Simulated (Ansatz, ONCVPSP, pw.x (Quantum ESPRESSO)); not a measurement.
# caesium (fcc): variants of one ONCV potential in the solid

Cs (Z = 55), optimised norm-conserving Vanderbilt (ONCV), made with ONCVPSP 4.0.1 (PBE, scalar-relativistic). Core [Xe], reference 6s1. Waves: 6s: rc 4.00 bohr, ncon 4, nbas 8, qcut 1.3 1/bohr, 2 projectors, debl 1 Ha; p scattering state at 0.11 Ha: rc 4.20 bohr, ncon 4, nbas 7, qcut 2.1 1/bohr, 2 projectors, debl 1.3 Ha; d scattering state at 0.39 Ha: rc 4.10 bohr, ncon 3, nbas 7, qcut 2.5 1/bohr, 2 projectors, debl 3.7 Ha. Local part: polynomial inside 2.65 bohr (lpopt 5, dvloc0 0 Ha). Core correction: Teter function, fcfact 2.75, rcfact 1.35.

In the d channel the program set the typed energies aside and used 0.050, 3.750 Ha.

Crystal test: fcc Cs in pw.x 7.5, no spin, 8³ k-points, Fermi–Dirac smearing 0.01 Ry, cutoffs set for each file from its atomic test. The reference is all-electron LAPW (Ansatz 0.2.0) with the same functional, mesh and smearing; V0 and B0 come from Birch–Murnaghan fits to the pressures at five volumes. Errors are pseudo minus all-electron; Δ is the rms difference of the E(V) curves that follow from these fits, minima aligned, over ±6 % about the mean V0. Mesh and smearing are coarse, so the numbers serve the comparison and aren't converged zero-temperature values; the lattice is a test structure that the element need not adopt.

All-electron: a0 = 7.776 Å (V0 = 117.54 Å³/atom), B0 = 1.9 GPa.

Base: This is a poor potential for the solid. The generator flags a localised state at positive energy (s at 1 eV, p at 30 eV). Atomic configuration tests: 2 of 2 tests not solved or not reliable.

A dash in a converged row means that the minimum lies outside the volumes sampled.

```csv
change,cutoffs (Ry),pw.x,mean pressure error (GPa)
base,50/200,converged; energies reset by the program,+0.15
"local potential polynomial inside 1.92 bohr (lpopt 5, dvloc0 0 Ha)",50/200,converged; bound ghost; energies reset by the program,-0.05
"local potential polynomial inside 2.44 bohr (lpopt 5, dvloc0 0 Ha)",50/200,converged; bound ghost; energies reset by the program,+0.16
"local potential polynomial inside 3.42 bohr (lpopt 5, dvloc0 0 Ha)",50/200,converged; energies reset by the program,+0.10
"local potential polynomial inside 3.78 bohr (lpopt 5, dvloc0 0 Ha)",50/200,converged; energies reset by the program,+0.11
```

**Question.** Give the row for: local potential polynomial inside 2.80 bohr (lpopt 5, dvloc0 0 Ha).

**Answer.** pw.x: converged; bound ghost; energies reset by the program; mean pressure error (GPa): -1.30.
